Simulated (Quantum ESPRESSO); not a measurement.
Crystal: BP.

```
CELL_PARAMETERS angstrom
0.00000 2.26900 2.26900
2.26900 0.00000 2.26900
2.26900 2.26900 0.00000
ATOMIC_POSITIONS crystal
P 0.75000 0.75000 0.75000
B 0.00000 0.00000 0.00000
```

Base run:

```yaml
Program: Quantum ESPRESSO 7.5
Functional: PBE
Potentials_or_basis: SG15 PBE 1.2
Cutoff: 952 eV
Density_cutoff: 3810 eV
k_mesh: 6 × 6 × 6
Occupations: fixed
Spin: no spin polarisation
```

Its results: band gap on the k mesh, mean-field level 1.37 eV, indirect (least direct gap 3.43 eV).

Task: The run is repeated on the same cell with these changes: functional from PBE to PBEsol; potentials or basis from SG15 PBE 1.2 to PseudoDojo 0.4.1 SR PBEsol standard; cutoff from 952 eV to 1034 eV; density cutoff from 3810 eV to 4136 eV. What comes out?

Result: Band gap on the k mesh, mean-field level 1.23 eV, indirect (least direct gap 3.36 eV).

A k mesh can miss the band edges.
